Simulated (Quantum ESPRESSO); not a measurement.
Runs of Quantum ESPRESSO 7.5 on AlRu. It takes space group Pm-3m (No. 221, cubic). The conventional cell has a = 2.992 Å, b = 2.992 Å, c = 2.992 Å, α = 90.00°, β = 90.00°, γ = 90.00°. Ru (site symmetry m-3m) has 8 Al at 2.59 Å as nearest neighbours. Al (site symmetry m-3m) is surrounded by 8 Ru at 2.59 Å. 

```tsv
task	level	potentials or basis	cell	k mesh	cutoff (eV)	SCF threshold	symmetry	form of the LDA correlation	gap on the mesh (eV)	pressure (GPa)	V0 of scaled cells (Å³/atom)	B0 (GPa)
single point	PBEsol	GBRV 1.5 PBEsol	as given	9 × 9 × 9	612	4e-10 Ry	-	-	none	-3.5	-	-
equation of state	r2SCAN	SG15 PBE 1.2	as given	7 × 7 × 7	1020	1e-08 Ry	off	-	-	-	13.26	(b)
equation of state	LDA	GBRV 1.5 LDA	as given	9 × 9 × 9	612	4e-10 Ry	-	PZ81	-	-	12.90	233
band structure	PBEsol	GBRV 1.5 PBEsol	as given	9 × 9 × 9	612	4e-10 Ry	-	-	none	-3.5	-	-
single point	PBEsol	GBRV 1.5 PBEsol	atoms moved at random, drawn with an rms of 0.05 Å	9 × 9 × 9	612	4e-10 Ry	-	-	none	-2.8	-	-
equation of state	PBEsol	GBRV 1.5 PBEsol	as given	9 × 9 × 9	612	4e-10 Ry	-	-	-	-	(a)	220
```

Alike in all rows: no spin polarisation; smearing fermi-dirac 0.05 eV.

Question: Estimate the missing entries.

Answer: (a) 13.17; (b) 222.

Caveats: the potentials were made for another functional, which shifts forces and pressure (some runs).

A k mesh can miss the band edges, and the runs leave out spin-orbit coupling on Ru.

A gap of «none» marks a metal or a gap under the smearing width.
